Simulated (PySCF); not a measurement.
Compound: phenylacetylene, C₈H₆.
InChI=1S/C8H6/c1-2-8-6-4-3-5-7-8/h1,3-7H

The closed-shell ground state was solved at several levels (PySCF, density fitting, gas phase, non-relativistic). Geometry: GFN2-xTB; no solvent, vibrations or thermal averaging.

| level | basis functions | HOMO (eV) | LUMO (eV) | gap (eV) | dipole (D) |
| --- | --- | --- | --- | --- | --- |
| PBE0/def2-SVPD | 208 | -6.92 | -1.05 | 5.87 | 0.70 |
| PBE0/pcSseg-1 | 166 | -6.93 | -1.02 | 5.91 | 0.69 |

Q: What might wB97X-D/def2-SVPD (208 basis functions) give for the same quantities?

A: HOMO -8.63 eV, LUMO 0.64 eV, gap 9.27 eV, dipole 0.71 D.

Q: Over all these levels, which gives the widest orbital gap and which the narrowest?

A: wB97X-D/def2-SVPD (range-separated hybrid) has the widest, 9.27 eV, and PBE0/def2-SVPD (global hybrid, 25 % exact exchange) the narrowest, 5.87 eV. The two share the basis. From the narrowest to the widest the HOMO moves by -1.71 eV and the LUMO by +1.69 eV.

Q: How far do the dipole and the HOMO energy spread over the levels?

A: The dipole runs from 0.69 to 0.71 D (mean 0.70 D) and the HOMO from -8.63 to -6.92 eV.
